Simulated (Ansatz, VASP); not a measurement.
## One calculation of Al2O3, two programs

```
Al O
1.0
     2.32982    1.34512    3.91207
    -2.32982    1.34512    3.91207
     0.00000   -2.69024    3.91207
Al O
4 6
Direct
  0.85213 0.85213 0.85213
  0.64787 0.64787 0.64787
  0.14787 0.14787 0.14787
  0.35213 0.35213 0.35213
  0.05616 0.44384 0.75000
  0.75000 0.05616 0.44384
  0.44384 0.75000 0.05616
  0.94384 0.55616 0.25000
  0.25000 0.94384 0.55616
  0.55616 0.25000 0.94384
```

Alike in both runs: task single point; functional PBE; k mesh 6 × 6 × 6; occupations gaussian, width 0.05 eV; no spin polarisation.

```csv
,VASP,Ansatz
version,VASP 6.6.1,Ansatz 0.2.0
potentials or method,"VASP PAW PBE potentials, release 64 (Al, O)","scalar-relativistic, plane waves, PAW"
plane-wave cutoff (eV),520,520
valence electrons in the cell,48,48
```

|  | VASP | Ansatz | Ansatz less VASP |
| --- | --- | --- | --- |
| gap on the k mesh at the Fermi level (eV) | 7.18 | 7.18 | -0.004 |
| least direct gap on the mesh (eV) | 7.18 | 7.18 | -0.004 |
| rms of the force components (eV/Å) | 0.389 | 0.379 | -0.0096 |

Atom by atom the forces differ by 0.010 eV/Å (rms over components). The functional is the same, so the differences come from potentials, cutoffs and numerics.

Caveats: forces of over 1 eV/Å show positions far from the minimum, so gaps and moduli don't describe the material at rest. A k mesh can miss the band edges.
